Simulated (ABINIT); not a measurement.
The system is MgS.

```
S Mg
1.0
     0.00000    2.83312    2.83312
     2.83312    0.00000    2.83312
     2.83312    2.83312    0.00000
S Mg
1 1
Direct
  0.25000 0.25000 0.25000
  0.00000 0.00000 0.00000
```

The cell comes from a database or a generator and needn't be the stable form of this composition.

Program: ABINIT 10.8.3 (patched build). Alike in all runs: task band structure; no spin polarisation; cell as given; k mesh 8 × 8 × 8; smearing fermi-dirac 0.05 eV.

Task: Order these runs on this cell by their band gap on the k mesh, lowest first.
A. level TB-mBJ; potentials or basis JTH PAW LDA v2.0; cutoff (eV) 653; fine-grid cutoff 1251.72 eV
B. level r2SCAN; potentials or basis JTH PAW PBE v2.0; cutoff (eV) 653; fine-grid cutoff 1251.72 eV
C. level PBEsol; potentials or basis JTH PAW PBE v2.0; cutoff (eV) 544; fine-grid cutoff 1088.46 eV

Result: C (3.28 eV), B (4.12 eV), A (5.17 eV).

Caveats: the constant c of TB-mBJ comes from the pseudo density here, which moves gaps by up to 0.3 eV between sets of potentials (some runs).

